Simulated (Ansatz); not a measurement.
# B6H10N — coordination and ²H quadrupole coupling

Cell: a Materials Project structure (computed, not necessarily an observed phase) whose atoms were relaxed with PBE, the cell held.

Space group Fm-3 (No. 202); a = 10.8470 Å.

```
site  Wyckoff  site symmetry       x       y       z
   B      48h            m..  0.5000  0.3672  0.4184
 H13      32f            .3.  0.8050  0.1950  0.6950
 H21      48h            m..  0.5000  0.2722  0.3612
   N       8c            23.  0.7500  0.2500  0.7500
```

One atom of each set is listed; the run and its k-mesh use a cell of 34 atoms with edges of 7.67, 7.67, 7.67 Å.

Level of theory: DFT, PBE, plane waves and PAW, scalar-relativistic, 420 eV cutoff, Γ-centred 6×6×6 k-points, Fermi–Dirac smearing 0.05 eV (Ansatz 0.2.0).

Q(²H) = 2.858 mb.

**Question.** Rank these H sites by |C_Q|, smallest first.
A. H13: 1 N at 1.03 Å
B. H21: 1 B at 1.20 Å

**Answer.** B (0.132 MHz, η = 0.05), A (0.206 MHz, η = 0.00).

An axis of threefold or higher order runs through H13, so V_zz lies along it and η is zero. At H21 V_zz points along its bond to B (within 1°). Like point charges on the first shell alone (each adding as 1/d³) would give the same order.

The lattice is static: at room temperature ammonium may turn and average the couplings of its hydrogen.
